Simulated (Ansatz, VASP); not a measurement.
# Cross-check of BN between VASP and Ansatz, part 2 of 2

Aim: how closely do two programs agree when they are given the same cell, functional and k mesh?

VASP 6.6.1 and Ansatz 0.2.0.

So far: Set-up; Ansatz: dielectric response, PBE; VASP: dielectric response, PBE.

The database entry behind the starting cell differs from later determinations by our own check (about 0.3 % short, minor phase), so it need not match the best structure at ambient conditions.

### Step 3. VASP: dielectric response, PBE (continued)

Level of this step: PBE; plane waves and PAW (N, B) (VASP).

Numbers of over 12 decimals in the logs are rounded to 6 here.

Parts of OUTCAR (step 3):

```text
ion  position               nearest neighbor table
   1  0.667  0.333  0.250-   4 1.44   4 1.44   4 1.44
   2  0.333  0.667  0.750-   3 1.44   3 1.44   3 1.44
   3  0.667  0.333  0.750-   2 1.44   2 1.44   2 1.44
   4  0.333  0.667  0.250-   1 1.44   1 1.44   1 1.44

  LATTYP: Found a hexagonal cell.
 ALAT       =     2.4982400000
 C/A-ratio  =     2.6561499296

 Subroutine GETGRP returns: Found 24 space group operations
 (whereof 12 operations were pure point group operations)

The static configuration has the point symmetry D_3d.
 The point group associated with its full space group is D_6h.

 Found     72 irreducible k-points:

   k-points           NKPTS =     72   k-points in BZ     NKDIM =     72   number of bands    NBANDS=     14

   dimension x,y,z NGX =    20 NGY =   20 NGZ =   50
   dimension x,y,z NGXF=    40 NGYF=   40 NGZF=  100

   ENCUT  =  520.0 eV  38.22 Ry    6.18 a.u.   4.65  4.65 12.34*2*pi/ulx,y,z

   NELECT =      16.0000    total number of electrons

 k-points in reciprocal lattice and weights: Automatic mesh
   0.00000000  0.00000000  0.00000000       0.001
   0.07142857  0.00000000  0.00000000       0.006
   0.14285714  0.00000000  0.00000000       0.006
   0.21428571  0.00000000  0.00000000       0.006
   0.28571429  0.00000000  0.00000000       0.006
   0.35714286  0.00000000  0.00000000       0.006
   0.42857143  0.00000000  0.00000000       0.006
   0.50000000  0.00000000  0.00000000       0.003
   0.07142857  0.07142857  0.00000000       0.006
[...]
0.28571429  0.28571429  0.40000000       0.012
   0.35714286  0.28571429  0.40000000       0.012

 average (electrostatic) potential at core
       1 -64.8425       2 -64.8425       3 -28.9267       4 -28.9267

  Total        1.4358571      1.4358571      0.6372083      0.0000000     -0.0000000      0.0000000
  in kB       64.1410562     64.1410562     28.4646816      0.0000000     -0.0000000      0.0000000
  external PRESSURE =      52.2489313 kB  Pullay stress =       0.0000000 kB

  energy-cutoff  :      520.00
  volume of cell :       35.87
      direct lattice vectors                 reciprocal lattice vectors
     2.498240000  0.000000000  0.000000000     0.400281798  0.231102804  0.000000000
    -1.249120000  2.163539305  0.000000000     0.000000000  0.462205608  0.000000000
     0.000000000  0.000000000  6.635700000     0.000000000  0.000000000  0.150700002

 POSITION                                       TOTAL-FORCE (eV/Angst)
 -----------------------------------------------------------------------------------
      1.24912      0.72118      1.65892         0.000000      0.000000      0.000000
     -0.00000      1.44236      4.97677        -0.000000     -0.000000      0.000000
      1.24912      0.72118      4.97677         0.000000      0.000000      0.000000
     -0.00000      1.44236      1.65892         0.000000     -0.000000      0.000000
 -----------------------------------------------------------------------------------
    total drift:                                0.000000     -0.000000      0.000000

 MACROSCOPIC STATIC DIELECTRIC TENSOR (including local field effects in DFT)
 ------------------------------------------------------
           4.745545     0.000000     0.000000
           0.000000     4.745545    -0.000000
           0.000000     0.000000     2.688243
 ------------------------------------------------------

 PIEZOELECTRIC TENSOR (including local field effects)  for field in x, y, z        (C/m^2)
          XX          YY          ZZ          XY          YZ          ZX
  --------------------------------------------------------------------------------
  x     0.00000     0.00000     0.00000     0.00000     0.00000     0.00000
  y     0.00000     0.00000     0.00000     0.00000     0.00000     0.00000
  z     0.00000     0.00000     0.00000     0.00000     0.00000     0.00000

 BORN EFFECTIVE CHARGES (including local field effects) (in |e|, cummulative output)
 ---------------------------------------------------------------------------------
 ion    1
    1    -2.70636     0.00000     0.00000
    2     0.00000    -2.70636     0.00000
    3     0.00000     0.00000    -0.74654
 ion    2
    1    -2.70636     0.00000     0.00000
    2     0.00000    -2.70636     0.00000
    3     0.00000     0.00000    -0.74654
 ion    3
    1     2.70636     0.00000     0.00000
    2     0.00000     2.70636     0.00000
    3     0.00000     0.00000     0.74654
 ion    4
    1     2.70636     0.00000     0.00000
    2     0.00000     2.70636     0.00000
    3     0.00000     0.00000     0.74654
```

### Step 4. Differences

Known differences besides the PAW data sets themselves: VASP's response is taken on the typed mesh, Ansatz refines its own for the field response alone; the cutoff is 420 eV in Ansatz and 520 eV in VASP; VASP leaves aspherical gradient terms in its spheres out (LASPH is not set), Ansatz keeps them. Total energies have different zeros and are not compared.

The two programs side by side:

| quantity | Ansatz | VASP | difference |
| --- | --- | --- | --- |
| ε∞ xx | 4.74 | 4.75 | -0.12 % |
| ε∞ yy | 4.74 | 4.75 | -0.12 % |
| ε∞ zz | 2.69 | 2.69 | +0.02 % |
| Born charge of N1 (mean of the diagonal) (e) | -2.06 | -2.05 | 0.00 |
| Born charge of B3 (mean of the diagonal) (e) | 2.06 | 2.05 | 0.00 |

### Step 5. Ansatz: single point, r2SCAN

A single point gives forces, pressure and levels at one fixed geometry, so differences don't come from the geometry; what else differs is listed under the comparison.

input.yaml reads:

```yaml
crystal:
  lattice:
    - [2.49824, 0.0, 0.0]
    - [-1.24912, 2.1635393048, 0.0]
    - [0.0, 0.0, 6.6357]
  atoms:
    - { symbol: "N", position: [0.6666666667, 0.3333333333, 0.25] }
    - { symbol: "N", position: [0.3333333333, 0.6666666667, 0.75] }
    - { symbol: B, position: [0.6666666667, 0.3333333333, 0.75] }
    - { symbol: B, position: [0.3333333333, 0.6666666667, 0.25] }
hamiltonian:
  xc: r2scan
  pseudopotentials: { kind: paw }
kpoints:
  mp_grid: { grid: [14, 14, 5] }
scf:
  occupations: { method: gaussian, width: 0.05 }
  n_extra_bands: 5
output:
  forces: true
  stress: true
  eigenvalues: true
  write_density: true
  write_potential: true
  elf: true
  volumetric_format: npy
```

Started as:

```sh
$ ansatz run input.yaml --threads 2 --pin off --max-ram 4608MiB --backend cpu --events-out ev --progress --plain --runs-dir out
```

The log of the run:

```text
[...]
Crystal: 4 atoms, lattice volume = 35.866 Å³
Basis set: ecut = 500 eV, 883 PW (Γ), exchange–correlation on 80×80×200 points (64 copies of the dense FFT grid, shifted against one another)
Bands: 13, of which v1, the nominal top of the filled ones, is band 8 counted from 1 (7 counted from 0)
Symmetry: 24 space group operations
[...]
k-points: 72 of 980
[...]
k-point 0: bands = [... 4 lower, 3.1819, 3.1819, 3.2207, 3.2207, 10.1619, 15.6317, 16.9533, 16.9533, ... 1 higher]
  k-point 1: bands = [... 4 lower, 3.1856, 3.1856, 3.2169, 3.2169, 10.6428, 14.9381, 16.9657, 16.9657, ... 1 higher]
  k-point 2: bands = [... 4 lower, 3.1953, 3.1953, 3.2072, 3.2072, 11.8842, 13.4718, 16.9982, 16.9982, ... 1 higher]
  k-point 71: bands = [... 4 lower, -2.7032, -2.6893, 4.3877, 4.4979, 9.8469, 9.9406, 16.7625, 17.6456, ... 1 higher]
[key lines of the parts left out:]
SCF converged after 7 iterations
Free energy (F): -1088.245209 eV
Fermi energy:    6.960933 eV
P = ⅓ Tr σ = 1.1288 GPa (11.288 kbar)
```

The job ended after 5.4 s (2 threads of Arm Neoverse N1, shared host; peak memory 0.39 GiB).

The run ends at a pressure of 1.13 GPa.

### Step 6. VASP: single point, r2SCAN

The same cell, functional, mesh and smearing now go to VASP, with its own data sets and cutoff.

INCAR reads:

```
SYSTEM = BN
PREC = Accurate
ENCUT = 520
EDIFF = 1E-07
NELM = 100
ISMEAR = 0
SIGMA = 0.05
LREAL = .FALSE.
ALGO = Normal
METAGGA = R2SCAN
LASPH = .TRUE.
NBANDS = 24
LWAVE = .FALSE.
LCHARG = .FALSE.
KPAR = 4
LOPTICS = .TRUE.
NEDOS = 2000
CSHIFT = 0.2
```

POSCAR reads:

```
BN
1.0
    2.4982400000      0.0000000000      0.0000000000
   -1.2491200000      2.1635393048      0.0000000000
    0.0000000000      0.0000000000      6.6357000000
N B
2 2
Direct
    0.6666666667      0.3333333333      0.2500000000
    0.3333333333      0.6666666667      0.7500000000
    0.6666666667      0.3333333333      0.7500000000
    0.3333333333      0.6666666667      0.2500000000
```

KPOINTS reads:

```
Automatic mesh
0
Gamma
14 14 5
0 0 0
```

PAW data sets: N and B (PBE family, release 64).

Started as:

```sh
$ mpirun -np 4 vasp_std
```

The log of the run:

```text
[banner, memory and clock lines left out]
running    4 mpi-ranks, on    1 nodes
[...]
|                                                                             |
|               ----> ADVICE to this user running VASP <----                  |
|                                                                             |
|     You enforced a specific xc type in the INCAR file but a different       |
|     [... a line on the potential file left out ...]
|     I HOPE YOU KNOW WHAT YOU ARE DOING!                                     |
|                                                                             |

 LDA part: xc-table for (None), standard interpolation
 POSCAR, INCAR and KPOINTS ok, starting setup
[...]
entering main loop
       N       E                     dE             d eps       ncg     rms          rms(c)
DAV:   1     0.370884135986E+02    0.37088E+02   -0.74707E+03  3464   0.631E+02
DAV:   2    -0.441480234709E+02   -0.81236E+02   -0.76466E+02  4376   0.181E+02
DAV:   3    -0.466885576086E+02   -0.25405E+01   -0.25232E+01  4344   0.278E+01
DAV:   4    -0.466986588444E+02   -0.10101E-01   -0.10101E-01  3936   0.195E+00
[...]
DAV:  13    -0.385915922097E+02   -0.22266E-06   -0.16053E-06  4120   0.892E-03    0.443E-03
DAV:  14    -0.385915923472E+02   -0.13745E-06   -0.10181E-07  3872   0.279E-03    0.112E-03
DAV:  15    -0.385915924017E+02   -0.54501E-07   -0.25050E-08  2368   0.102E-03
   1 F= -.38591592E+02 E0= -.38591592E+02  d E =-.591669E-12
 optical routines
 imaginary and real dielectric function
 direction            1
 direction            2
 direction            3
```

From OUTCAR (step 6):

```text
  Total        0.4355098      0.4355098      0.1545987      0.0000000      0.0000000      0.0000000
  in kB       19.4546227     19.4546227      6.9060671      0.0000000      0.0000000      0.0000000
  external PRESSURE =      15.2717709 kB  Pullay stress =       0.0000000 kB

 POSITION                                       TOTAL-FORCE (eV/Angst)
 -----------------------------------------------------------------------------------
      1.24912      0.72118      1.65892        -0.000000      0.000000      0.000000
     -0.00000      1.44236      4.97677         0.000000     -0.000000      0.000000
      1.24912      0.72118      4.97677        -0.000000      0.000000      0.000000
     -0.00000      1.44236      1.65892         0.000000     -0.000000      0.000000
 -----------------------------------------------------------------------------------
    total drift:                                0.000000     -0.000000      0.000000

  FREE ENERGIE OF THE ION-ELECTRON SYSTEM (eV)
  ---------------------------------------------------
  free  energy   TOTEN  =       -38.5915924017 eV

  energy  without entropy=      -38.5915924017  energy(sigma->0) =      -38.59159240

[... 1 part as in an earlier step ...]

[... 2 further parts left out ...]
[key lines of the parts left out:]
E-fermi :   2.2992
```

### Step 7. Comparison

What differs besides the data sets and the points named for the pairs above, as far as they apply: VASP keeps PBE cores, Ansatz makes them for the functional; the cutoff is 500 eV in Ansatz and 520 eV in VASP. Total energies have different zeros and are not compared.

The two programs side by side:

| quantity | Ansatz | VASP | difference |
| --- | --- | --- | --- |
| pressure (GPa) | 1.13 | 1.53 | -0.40 |
| gap on the k mesh (eV) | 4.817 | 4.857 | -0.040 |

### Step 8. Further runs

An all-electron run, which needs no data sets, serves as referee.

```csv
run,difference in gap on the k mesh (eV)
as above,-0.040
Ansatz's all-electron LAPW method,-0.047
```

### Step 9. Ansatz: single point, LDA

With cell and atoms fixed, the geometry can't cause a difference; cores, projectors, grids and the points listed under the comparison can.

Changes to input.yaml since step 5:

```diff
@@ -11,3 +11,3 @@
 hamiltonian:
-  xc: r2scan
+  xc: lda
   pseudopotentials: { kind: paw }
@@ -22,5 +22 @@
   eigenvalues: true
-  write_density: true
-  write_potential: true
-  elf: true
-  volumetric_format: npy
```

Started as:

```sh
$ ansatz run input.yaml --threads 2 --pin off --max-ram 4608MiB --backend cpu --events-out ev --progress --plain --runs-dir out
```

The log of the run:

```text
[...]
Crystal: 4 atoms, lattice volume = 35.866 Å³
Basis set: ecut = 420 eV, 689 PW (Γ)
Bands: 13, of which v1, the nominal top of the filled ones, is band 8 counted from 1 (7 counted from 0)
Symmetry: 24 space group operations
[...]
k-points: 72 of 980
[...]
k-point 0: bands = [... 4 lower, 3.1789, 3.1789, 3.2167, 3.2167, 9.4564, 14.5644, 16.0223, 16.0223, ... 1 higher]
  k-point 1: bands = [... 4 lower, 3.1827, 3.1827, 3.2124, 3.2124, 9.9283, 13.9837, 16.0345, 16.0345, ... 1 higher]
  k-point 2: bands = [... 4 lower, 3.1922, 3.1922, 3.2030, 3.2030, 11.1330, 12.6444, 16.0656, 16.0656, ... 1 higher]
  k-point 71: bands = [... 4 lower, -2.3562, -2.3453, 4.3631, 4.4803, 9.0414, 9.1402, 15.8440, 16.6802, ... 1 higher]
[key lines of the parts left out:]
SCF converged after 6 iterations
Free energy (F): -1052.688613 eV
Fermi energy:    6.570559 eV
P = ⅓ Tr σ = -2.9395 GPa (-29.395 kbar)
```

The job ended after 1.7 s (2 threads; peak memory 0.28 GiB; 3 s of CPU time).

The run ends at a pressure of -2.94 GPa.

### Step 10. VASP: single point, LDA

The same cell, functional (in two slightly different forms), mesh and smearing now go to VASP, with its own data sets and cutoff.

Changes to INCAR since step 6:

```diff
@@ -9,4 +9,3 @@
 ALGO = Normal
-METAGGA = R2SCAN
-LASPH = .TRUE.
+GGA = CA
 NBANDS = 24
```

POSCAR is that of step 6.

KPOINTS is that of step 6.

Started as:

```sh
$ mpirun -np 4 vasp_std
```

The log of the run:

```text
[banner, memory and clock lines left out]
running    4 mpi-ranks, on    1 nodes
[...]
[... a notice as in an earlier step ...]

 LDA part: xc-table for (Slater(with rela. corr.)+CA(PZ))
 , standard interpolation
 POSCAR, INCAR and KPOINTS ok, starting setup
[...]
entering main loop
       N       E                     dE             d eps       ncg     rms          rms(c)
DAV:   1     0.397200790867E+02    0.39720E+02   -0.72949E+03  3464   0.615E+02
DAV:   2    -0.395822191032E+02   -0.79302E+02   -0.74666E+02  4384   0.176E+02
DAV:   3    -0.420508137268E+02   -0.24686E+01   -0.24514E+01  4368   0.270E+01
DAV:   4    -0.420602960370E+02   -0.94823E-02   -0.94820E-02  3848   0.187E+00
[...]
DAV:  11    -0.383400640858E+02    0.14622E-04   -0.19856E-05  4056   0.318E-02    0.137E-02
DAV:  12    -0.383400667074E+02   -0.26216E-05   -0.48372E-06  4120   0.117E-02    0.279E-03
DAV:  13    -0.383400667222E+02   -0.14797E-07   -0.57393E-08  3384   0.149E-03
   1 F= -.38340067E+02 E0= -.38340067E+02  d E =-.751739E-11
 optical routines
 imaginary and real dielectric function
 recalculating local potential from charge density
 direction            1
 direction            2
 direction            3
```

From OUTCAR (step 10):

```text
  Total       -0.6096399     -0.6096399     -0.1553030      0.0000000     -0.0000000      0.0000000
  in kB      -27.2331734    -27.2331734     -6.9375294      0.0000000     -0.0000000      0.0000000
  external PRESSURE =     -20.4679587 kB  Pullay stress =       0.0000000 kB

 POSITION                                       TOTAL-FORCE (eV/Angst)
 -----------------------------------------------------------------------------------
      1.24912      0.72118      1.65892        -0.000000      0.000000      0.000000
     -0.00000      1.44236      4.97677        -0.000000     -0.000000      0.000000
      1.24912      0.72118      4.97677         0.000000      0.000000      0.000000
     -0.00000      1.44236      1.65892        -0.000000     -0.000000      0.000000
 -----------------------------------------------------------------------------------
    total drift:                                0.000000     -0.000000      0.000000

  FREE ENERGIE OF THE ION-ELECTRON SYSTEM (eV)
  ---------------------------------------------------
  free  energy   TOTEN  =       -38.3400667222 eV

  energy  without entropy=      -38.3400667222  energy(sigma->0) =      -38.34006672

[... 2 parts as in an earlier step ...]

[... 1 further part left out ...]
[key lines of the parts left out:]
E-fermi :   2.2678
```

### Step 11. Differences

What differs besides the data sets and the points named for the pairs above, as far as they apply: the two LDA forms differ slightly; Ansatz makes its cores anew for this functional, VASP keeps those of its PBE data sets. Total energies have different zeros and are not compared.

The two programs side by side:

```
              quantity  Ansatz   VASP  difference
        pressure (GPa)   -2.94  -2.05       -0.89
gap on the k mesh (eV)   4.074  4.065      +0.010
```

Ansatz's pressure holds a Pulay correction of 0.76 GPa; VASP's holds none.

### Step 12. Looking for the cause

An all-electron run, which needs no data sets, serves as referee.

```csv
run,difference in gap on the k mesh (eV)
as above,0.0098
Ansatz's all-electron LAPW method,0.0032
```

### Step 13. Summary of results

```yaml
difference_in_eps_infinity_xx_dielectric_response_pbe: -0.12 %
difference_in_gap_on_the_k_mesh_single_point_r2scan: -0.040 eV
difference_in_gap_on_the_k_mesh_single_point_lda: 0.0098 eV
difference_in_pressure_single_point_lda: -0.89 GPa
```

**Reading.** The difference in pressure is -0.89 GPa (single point, LDA), within the 1 GPa picked in this series as the mark of a large difference. For single point, r2SCAN: no further run halves the difference in gap on the k mesh; only Ansatz's side was varied. The all-electron run, which needs no data set, lies 0.047 eV from VASP and 0.0071 eV from Ansatz's PAW result, so it sides with Ansatz. For single point, LDA: with Ansatz's all-electron LAPW method the difference in gap on the k mesh shrinks in size, from 0.0098 to 0.0032 eV. The all-electron run, which needs no data set, lies 0.0032 eV from VASP and 0.0066 eV from Ansatz's PAW result, so it sides with VASP. 1 further run on this material is not shown. Differences of this kind measure data sets and numerical settings, not the functional's error against experiment.

[Lines on the potential files, build, host, timing and source positions are cut from VASP's logs without a mark.]

[Logs are printed without paths, hosts, clocks, repeated set-up lines and the standing remarks that a program may print on its own settings, such as how far it seeks lower states.]

[Hosts, paths, dates, database ids (printed as entryN), source tags and the programs' standing remarks are cut or masked in the printed files.]
